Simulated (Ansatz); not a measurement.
Working through a conversion between chain and input file of ZnO, space group P4_2/mnm

With Ansatz 0.2.0 through its Python package.

The cells in order, each with its output:

In [1]:
```python
from dataclasses import dataclass
from pathlib import Path

import ansatz as az
from ase import Atoms
```

In [2]:
```python
@dataclass
class RunConfig:
    functional: str = "lda"
    mesh: tuple[int, ...] = (4, 4, 6)
    occupations: str = "Fixed"
    fmax: float = 0.005
```

In [3]:
```python
cfg = RunConfig()
```

In [4]:
```python
atoms = Atoms(
    ["Zn", "Zn", "Zn", "Zn", "O", "O", "O", "O"],
    scaled_positions=[
        (0.181973, 0.181973, 0.5),
        (0.818027, 0.818027, 0.5),
        (0.681973, 0.318027, 0.0),
        (0.318027, 0.681973, 0.0),
        (0.817247, 0.182753, 0.5),
        (0.182753, 0.817247, 0.5),
        (0.682753, 0.682753, 0.0),
        (0.317247, 0.317247, 0.0),
    ],
    cell=[
        (5.51757, 0.0, 0.0),
        (0.0, 5.51757, 0.0),
        (0.0, 0.0, 3.258779),
    ],
    pbc=True,
)
system = az.Crystal.from_ase(atoms)
```

In [5]:
```python
[site.symbol for site in system.resolved().sites]
```
Out [5]:
```text
['Zn', 'Zn', 'Zn', 'Zn', 'O', 'O', 'O', 'O']
```

In [6]:
```python
calculation = system.calculation()
calculation = calculation.functional(cfg.functional).basis(18 * az.Ha)
calculation = calculation.kpoints(*cfg.mesh)
calculation = calculation.occupations(cfg.occupations)
calculation = calculation.relax(force_tolerance=cfg.fmax)
Path("written.yaml").write_text(calculation.to_yaml())
back = az.Calculation.from_yaml("written.yaml")
print(back.to_python())
print("same input:", back.to_yaml() == calculation.to_yaml())
```
```text
(
    az.Lattice.of(((5.51757, 0.0, 0.0), (0.0, 5.51757, 0.0), (0.0, 0.0, 3.258779)))
    .atom("Zn", (0.18197299999999997, 0.18197299999999997, 0.5))
    .atom("Zn", (0.818027, 0.818027, 0.5))
    .atom("Zn", (0.681973, 0.318027, 0.0))
    .atom("Zn", (0.318027, 0.681973, 0.0))
    .atom("O", (0.817247, 0.182753, 0.5))
    .atom("O", (0.182753, 0.817247, 0.5))
    .atom("O", (0.682753, 0.682753, 0.0))
    .atom("O", (0.317247, 0.317247, 0.0))
    .calculation()
    .basis(cutoff=489.804952427784)
    .kpoints(4, 4, 6)
    .functional("lda")
    .occupations(method="fixed")
    .relax(force_tolerance=0.005)
)

same input: True
```

`written.yaml`, as written:
```yaml
crystal:
  lattice:
    - [5.51757, 0.0, 0.0]
    - [0.0, 5.51757, 0.0]
    - [0.0, 0.0, 3.258779]
  atoms:
    - { symbol: Zn, position: [0.18197299999999997, 0.18197299999999997, 0.5] }
    - { symbol: Zn, position: [0.818027, 0.818027, 0.5] }
    - { symbol: Zn, position: [0.681973, 0.318027, 0.0] }
    - { symbol: Zn, position: [0.318027, 0.681973, 0.0] }
    - { symbol: O, position: [0.817247, 0.182753, 0.5] }
    - { symbol: O, position: [0.182753, 0.817247, 0.5] }
    - { symbol: O, position: [0.682753, 0.682753, 0.0] }
    - { symbol: O, position: [0.317247, 0.317247, 0.0] }
basis:
  ecutwfc: 489.804952427784
kpoints:
  mp_grid:
    grid: [4, 4, 6]
hamiltonian:
  xc: lda
scf:
  occupations:
    method: fixed
relax:
  f_tol: 0.005
```

The input is only written out: it wasn't run, and its settings aren't tested. The structure comes from a database and needn't be a stable phase.
